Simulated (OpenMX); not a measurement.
Pb:

```
Pb
1.0
     3.03861   -1.75032    0.00000
     3.03861    1.75032    0.00000
    -2.11546    0.00000    6.09522
Pb
2
Cartesian
  3.9848 0.0000 4.4269
  -0.0230 0.0000 1.6683
```

This isn't the form of Pb at room conditions, which is fcc.

* Program: OpenMX 3.8.5
* Task: single point
* Functional: PBE
* Potentials or basis: OpenMX 2013 PBE set, Pb8.0-s3p2d2f1, grid cutoff 500 Ry
* k mesh: 9 × 9 × 5
* Occupations: fermi-dirac, width 0.05 eV
* Spin: no spin polarisation

On this cell: pressure 1.1 GPa; largest force 0.065 eV/Å; band gap on the k mesh none (metal or under the smearing width).

The same run follows on a disturbed copy (atoms moved at random, drawn with an rms of 0.05 Å):

```
Pb
1.0
     3.03861   -1.75032    0.00000
     3.03861    1.75032    0.00000
    -2.11546    0.00000    6.09522
Pb
2
Cartesian
  3.9634 0.0235 4.4427
  -0.0398 -0.0191 1.6547
```

Q: What changes?

A: The energy (extrapolated to zero smearing) moves by +1.6 meV/atom; pressure 1.0 GPa; largest force 0.138 eV/Å; band gap on the k mesh none (metal or under the smearing width).

Forces on the atoms (eV/Å):
```
Pb   0.026 -0.008 -0.134
Pb  -0.026  0.006  0.135
```

Caveats: the basis of atomic orbitals isn't converged, which shifts pressures, moduli and gaps.
